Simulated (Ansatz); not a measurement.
# TiSi16: the cost of one run

All numbers below are computed with Ansatz 0.2.0 (DFT PBEsol, plane waves, PAW, scalar-relativistic, no spin polarisation).

## (1) Starting point

The cell holds 17 atoms (Si16Ti): a = 7.679 Å, b = 7.679 Å, c = 7.679 Å, α = 60.00°, β = 60.00°, γ = 60.00°.

Structure file:

```
CELL_PARAMETERS angstrom
0.00000 5.43000 5.43000
5.43000 0.00000 5.43000
5.43000 5.43000 0.00000
ATOMIC_POSITIONS crystal
Si 0.00000 0.00000 0.00000
Si 0.12500 0.12500 0.12500
Si 0.00000 0.00000 0.50000
Si 0.12500 0.12500 0.62500
Si 0.00000 0.50000 0.00000
Si 0.12500 0.62500 0.12500
Si 0.00000 0.50000 0.50000
Si 0.12500 0.62500 0.62500
Si 0.50000 0.00000 0.00000
Si 0.62500 0.12500 0.12500
Si 0.50000 0.00000 0.50000
Si 0.62500 0.12500 0.62500
Si 0.50000 0.50000 0.00000
Si 0.62500 0.62500 0.12500
Si 0.50000 0.50000 0.50000
Si 0.62500 0.62500 0.62500
Ti 0.87881 0.37460 0.87167
```

## (2) Relaxing end A

Input file input.yaml:

```yaml
crystal:
  lattice:
    - [0.0, 5.43, 5.43]
    - [5.43, 0.0, 5.43]
    - [5.43, 5.43, 0.0]
  atoms:
    - { symbol: Si, position: [0.0, 0.0, 0.0] }
    - { symbol: Si, position: [0.125, 0.125, 0.125] }
    - { symbol: Si, position: [0.0, 0.0, 0.5] }
    - { symbol: Si, position: [0.125, 0.125, 0.625] }
    - { symbol: Si, position: [0.0, 0.5, 0.0] }
    - { symbol: Si, position: [0.125, 0.625, 0.125] }
    - { symbol: Si, position: [0.0, 0.5, 0.5] }
    - { symbol: Si, position: [0.125, 0.625, 0.625] }
    - { symbol: Si, position: [0.5, 0.0, 0.0] }
    - { symbol: Si, position: [0.625, 0.125, 0.125] }
    - { symbol: Si, position: [0.5, 0.0, 0.5] }
    - { symbol: Si, position: [0.625, 0.125, 0.625] }
    - { symbol: Si, position: [0.5, 0.5, 0.0] }
    - { symbol: Si, position: [0.625, 0.625, 0.125] }
    - { symbol: Si, position: [0.5, 0.5, 0.5] }
    - { symbol: Si, position: [0.625, 0.625, 0.625] }
    - { symbol: Ti, position: [0.8788129, 0.3745975, 0.8716656] }
basis:
  ecutwfc: 420.0
kpoints:
  mp_grid: { grid: [2, 2, 2] }
hamiltonian:
  xc: pbesol
  pseudopotentials: { kind: paw, azcp: { folder: soft_1 } }
scf:
  occupations: { method: gaussian, width: 0.05 }
  lower_state_search: "off"
relax:
  f_tol: 0.03
  max_steps: 60
  adjacent_minimum: "off"
```

Started as:

```
> ansatz run input.yaml --threads 1 --pin off --max-ram 3072MiB --backend cpu --events-out ev --progress --plain --runs-dir out
```

**Question.** How long does this run take on 1 thread of Arm Neoverse V2, shared host, and how much memory does it need?

About 20 s, with a peak of 0.55 GiB.
